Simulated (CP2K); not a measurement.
Mo in CP2K: convergence with k mesh

Input of the first run (k mesh 3 × 3 × 3); the others differ in this setting and in those tied to it:

Contents of mo_converge.inp:

```
&GLOBAL
  PROJECT mo_converge
  RUN_TYPE ENERGY_FORCE
  PRINT_LEVEL LOW
&END GLOBAL
&FORCE_EVAL
  METHOD QS
  STRESS_TENSOR ANALYTICAL
  &DFT
    BASIS_SET_FILE_NAME BASIS_MOLOPT
    POTENTIAL_FILE_NAME GTH_POTENTIALS
    &MGRID
      CUTOFF 450
      REL_CUTOFF 60
      NGRIDS 5
    &END MGRID
    &QS
      METHOD GPW
      EPS_DEFAULT 1.0E-9
    &END QS
    &KPOINTS
      SCHEME MONKHORST-PACK 3 3 3
      GAMMA_CENTERED T
      SYMMETRY T
      SYMMETRY_BACKEND SPGLIB
    &END KPOINTS
    &SCF
      SCF_GUESS ATOMIC
      EPS_SCF 1.0E-6
      MAX_SCF 100
      ADDED_MOS 11
      CHOLESKY OFF
      EPS_EIGVAL 1.0E-7
      &DIAGONALIZATION ON
        ALGORITHM STANDARD
      &END DIAGONALIZATION
      &MIXING ON
        METHOD BROYDEN_MIXING
        ALPHA 0.4
        BETA 1.5
        NBUFFER 8
      &END MIXING
      &SMEAR ON
        METHOD FERMI_DIRAC
        ELECTRONIC_TEMPERATURE 580.23
      &END SMEAR
    &END SCF
    &XC
      &XC_FUNCTIONAL
        &GGA_X_RPBE
        &END GGA_X_RPBE
        &GGA_C_PBE
        &END GGA_C_PBE
      &END XC_FUNCTIONAL
    &END XC
    &PRINT
      &KPOINTS ON
      &END KPOINTS
      &MULLIKEN ON
      &END MULLIKEN
      &MO ON
        ENERGIES T
        OCCUPATION_NUMBERS T
        &EACH
          QS_SCF 0
        &END EACH
        ADD_LAST NUMERIC
      &END MO
    &END PRINT
  &END DFT
  &SUBSYS
    &CELL
      A 2.7850412129 0.0000000000 0.0000000000
      B 1.5397074792 2.5566885575 0.0000000000
      C 1.6901192219 0.7034320298 2.2844187122
      PERIODIC XYZ
    &END CELL
    &COORD
      SCALED
      Mo  0.0000000000 0.0000000000 0.0000000000
    &END COORD
    &KIND Mo
      BASIS_SET DZVP-MOLOPT-SR-GTH-q14
      POTENTIAL GTH-PBE-q14
    &END KIND
    &PRINT
      &ATOMIC_COORDINATES ON
      &END ATOMIC_COORDINATES
      &CELL ON
      &END CELL
    &END PRINT
  &END SUBSYS
  &PRINT
    &FORCES ON
    &END FORCES
    &STRESS_TENSOR ON
    &END STRESS_TENSOR
  &END PRINT
&END FORCE_EVAL
```

Potentials or basis: GTH_POTENTIALS Mo GTH-PBE-q14; DZVP-MOLOPT-SR-GTH basis.

Command:

```sh
$ OMP_NUM_THREADS=1 cp2k.psmp -i mo_converge.inp -o mo_converge.out
```

This isn't the form of Mo at room conditions, which is bcc.

Hardware: 1 thread of Arm Neoverse V1, with other jobs on the host.

| k mesh | energy less the tightest run, at zero smearing (meV/atom) | pressure (GPa) | SCF cycles | CPU time (s) | peak memory (GiB) |
| --- | --- | --- | --- | --- | --- |
| 3 × 3 × 3 | 377.19 | 8.19 | 12 | 90 | 0.26 |
| 5 × 4 × 4 | 33.09 | 1.77 | 11 | 88 | 0.26 |
| 6 × 5 × 6 | -9.95 | 0.67 | 11 | 95 | 0.26 |
| 7 × 6 × 7 | -29.97 | 0.70 | 11 | 100 | 0.26 |
| 8 × 7 × 8 | 3.87 | 1.29 | 11 | 110 | 0.27 |
| 10 × 9 × 10 | -4.62 | 1.05 | 11 | 140 | 0.28 |
| 12 × 11 × 12 | -0.37 | 1.16 | 11 | 200 | 0.3 |
| 15 × 13 × 14 | 0.00 | 1.23 | 11 | 290 | 0.32 |

Against the tightest run, the energy stays within 1 meV/atom from 12 × 11 × 12 on; the pressure stays within 0.1 GPa from 12 × 11 × 12 on. Meshes of other sizes hit other points, so gaps and Fermi surfaces needn't settle smoothly. The tightest run that finished is the yardstick and may itself not be fully converged.

Caveat, for the tightest run too: the potentials were made for another functional, which shifts forces and pressure; the basis of atomic orbitals isn't converged, which shifts pressures, moduli and gaps.
